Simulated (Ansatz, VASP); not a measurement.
## GaP: VASP beside Ansatz

```
CELL_PARAMETERS angstrom
0.00000 2.69573 2.69573
2.69573 0.00000 2.69573
2.69573 2.69573 0.00000
ATOMIC_POSITIONS crystal
Ga 0.00000 0.00000 0.00000
P 0.25000 0.25000 0.25000
```

The cell was built by a generator and needn't be a form met in nature.

Alike in both runs: functional LDA; k mesh 10 × 10 × 10; occupations gaussian, width 0.02 eV; no spin polarisation.

Ansatz relaxed the structure, and its values are those at the end. VASP's run is a single point on that final structure, the one shown.

|  | VASP | Ansatz |
| --- | --- | --- |
| version | VASP 6.6.1 | Ansatz 0.2.0 |
| potentials or method | VASP PAW LDA potentials, release 64 (Ga_d, P) | scalar-relativistic, plane waves, PAW |
| plane-wave cutoff (eV) | 520 | 420 |
| valence electrons in the cell | 18 | 18 |

Ansatz gave:

* gap on the k mesh at the Fermi level (eV): 1.40
* least direct gap on the mesh (eV): 1.88
* pressure (GPa): 0.0

Problem. What did VASP give for the same quantities?

Solution. gap on the k mesh at the Fermi level (eV): 1.40; least direct gap on the mesh (eV): 1.91; pressure (GPa): 0.1.

Ansatz warned: «pseudo_functional_mismatch».

A k mesh can miss the band edges.
